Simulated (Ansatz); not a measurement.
# SrTiO3: the cost of one run

Method: DFT PBE+U, scalar-relativistic, plane waves, PAW, in Ansatz 0.2.0.

3 further runs of the same task are left out: 1 that didn't finish, 2 set aside as unsound or not needed.

**1. The starting structure**

The structure is cubic, space group Pm-3m (No. 221). Conventional cell: a = 3.947 Å, b = 3.947 Å, c = 3.947 Å, α = 90.00°, β = 90.00°, γ = 90.00°. Sr (site symmetry m-3m) has 12 O at 2.79 Å as nearest neighbours. Around Ti (site symmetry m-3m) lie 6 O at 1.97 Å. O (site symmetry 4/mmm) has 2 Ti at 1.97 Å and 4 Sr at 2.79 Å as nearest neighbours.

Structure file:

```
Sr Ti O
1.0
     3.94713    0.00000    0.00000
     0.00000    3.94713    0.00000
     0.00000    0.00000    3.94713
Sr Ti O
1 1 3
Direct
  0.00000 0.00000 0.00000
  0.50000 0.50000 0.50000
  0.50000 0.00000 0.50000
  0.50000 0.50000 0.00000
  0.00000 0.50000 0.50000
```

It goes back to an entry of the Materials Project.

It is the result of an earlier relaxation at this level (volume 12.30 Å³/atom; gap on the mesh: 2.30 eV).

**2. Zero strain**

input.yaml

```yaml
crystal:
  lattice:
    - [3.9471298193, 0.0, 0.0]
    - [0.0, 3.9471298193, 0.0]
    - [0.0, 0.0, 3.9471298193]
  atoms:
    - { symbol: Sr, position: [0.0, 0.0, 0.0] }
    - { symbol: Ti, position: [0.5, 0.5, 0.5] }
    - { symbol: O, position: [0.5, 0.0, 0.5] }
    - { symbol: O, position: [0.5, 0.5, 0.0] }
    - { symbol: O, position: [0.0, 0.5, 0.5] }
basis:
  ecutwfc: 420
kpoints:
  mp_grid: { grid: [8, 8, 8] }
hamiltonian:
  xc: pbe
  hubbard: { sites: [{ species: Ti, l: d, u_eff: 4.0 }] }
scf:
  occupations: { method: gaussian, width: 0.02 }
output:
  forces: true
  stress: true
  eigenvalues: true
```

On the command line:

```bash
> ansatz run input.yaml --threads 1 --pin off --max-ram 2560MiB --backend cpu --events-out ev --progress --plain --runs-dir out
```

Q: Estimate wall time and peak memory on 1 thread of Arm Neoverse V2, shared host.

About 6.2 s, with a peak of 0.37 GiB.
